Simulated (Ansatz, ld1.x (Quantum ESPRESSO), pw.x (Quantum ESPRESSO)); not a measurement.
**thallium: does the TM potential hold in the solid?**

* Element: Tl (Z = 81)
* Generator: ld1.x (Quantum ESPRESSO) 7.5
* Type: norm-conserving Troullier–Martins (Kleinman–Bylander form)
* Functional: LDA (PW92)
* Relativity: scalar-relativistic
* Frozen core: [Xe] 4f14 5d10
* Valence charge: 3
* Reference configuration: 6s2 6p1
* Partial waves: 6p (bound): rc 2.75 bohr; 6d channel at -0.15 Ry: rc 2.65 bohr; 6s (bound): rc 1.55 bohr
* Local potential: the s channel
* Core correction: Bessel-smoothed model core inside 1.00 bohr

Atomic tests: cutoffs needed: 35 Ry and 140 Ry (the cutoffs (Ry, on a coarse ladder) from which the occupation-weighted sum of valence levels, in a spherical-Bessel basis at the reference potential, stays within 10 and 1 mRy of its value at 400 Ry); ghost test: ghost state, extra bound levels that the all-electron valence spectrum of the same l lacks: d at -25.3 eV; a true bound ghost makes a file unfit for plane-wave use (spherical-Bessel basis up to 400 Ry, 20 bohr box); largest excitation error: -379 meV (all-electron minus pseudo) for 6s1 6p0, out of 7 test configurations.

Crystal test: fcc Tl in pw.x 7.5, no spin, 12³ k-points, Fermi–Dirac smearing 0.01 Ry, cutoffs 170/680 Ry. The lattice is a test structure that the element need not adopt, and mesh and smearing are coarse.

pw.x input:

```
&control
  calculation='scf', prefix='x', pseudo_dir='./', outdir='./tmp', tstress=.true., disk_io='low'
/
&system
  ibrav=0, nat=1, ntyp=1, ecutwfc=170, ecutrho=680, nbnd=8,
  occupations='smearing', smearing='fd', degauss=0.01
/
&electrons
  conv_thr=1e-09, mixing_beta=0.4, electron_maxstep=70
/
ATOMIC_SPECIES
Tl 1.0 Tl.UPF
CELL_PARAMETERS angstrom
  0.00000000 2.38825278 2.38825278
  2.38825278 0.00000000 2.38825278
  2.38825278 2.38825278 0.00000000
ATOMIC_POSITIONS crystal
Tl 0.0000 0.0000 0.0000
K_POINTS automatic
12 12 12 0 0 0
```

```bash
pw.x < Tl.scf.in > Tl.scf.out
```

Task: How does the run end?

Result: It converges; the pressure is -53.54 GPa against -0.14 GPa from all-electron LAPW. This is a poor potential for the solid. The pseudo pressure rises with volume over the whole range, a mechanical instability. Note: ghost state, extra bound levels that the all-electron valence spectrum of the same l lacks: d at -25.3 eV. A true bound ghost makes a file unfit for plane-wave use. The log shows:

```
     charge density cutoff     =     680.0000  Ry
     scf convergence threshold =      1.0E-09
     Exchange-correlation= PW
     number of k points=    72  Fermi-Dirac smearing, width (Ry)=  0.0100
     iteration #  1     ecut=   170.00 Ry     beta= 0.40
     total energy              =     -64.14503579 Ry
     estimated scf accuracy    <       2.88440791 Ry
     iteration #  2     ecut=   170.00 Ry     beta= 0.40
     total energy              =     -64.19073249 Ry
     estimated scf accuracy    <       0.29177506 Ry
     iteration #  3     ecut=   170.00 Ry     beta= 0.40
     total energy              =     -64.28319577 Ry
     estimated scf accuracy    <       0.06520046 Ry
     iteration #  4     ecut=   170.00 Ry     beta= 0.40
     total energy              =     -64.29776613 Ry
     estimated scf accuracy    <       0.00049920 Ry
     [... 3 iterations left out ...]
     iteration #  8     ecut=   170.00 Ry     beta= 0.40
     c_bands:  1 eigenvalues not converged
     total energy              =     -64.29831010 Ry
     estimated scf accuracy    <       0.00000556 Ry
     iteration #  9     ecut=   170.00 Ry     beta= 0.40
     total energy              =     -64.29831088 Ry
     estimated scf accuracy    <       0.00000026 Ry
     iteration # 10     ecut=   170.00 Ry     beta= 0.40
     total energy              =     -64.29831068 Ry
     estimated scf accuracy    <       0.00000041 Ry
     iteration # 11     ecut=   170.00 Ry     beta= 0.40
     the Fermi energy is    -4.9652 ev
!    total energy              =     -64.29831078 Ry
     estimated scf accuracy    <          2.2E-10 Ry
     smearing contrib. (-TS)   =      -0.01419053 Ry
     The total energy is F=E-TS. E is the sum of the following terms:
     one-electron contribution =       2.08763248 Ry
     hartree contribution      =       0.98224946 Ry
     xc contribution           =     -62.78249264 Ry
     ewald contribution        =      -4.57150954 Ry
     convergence has been achieved in  11 iterations
          total   stress  (Ry/bohr**3)                   (kbar)     P=     -535.39
```
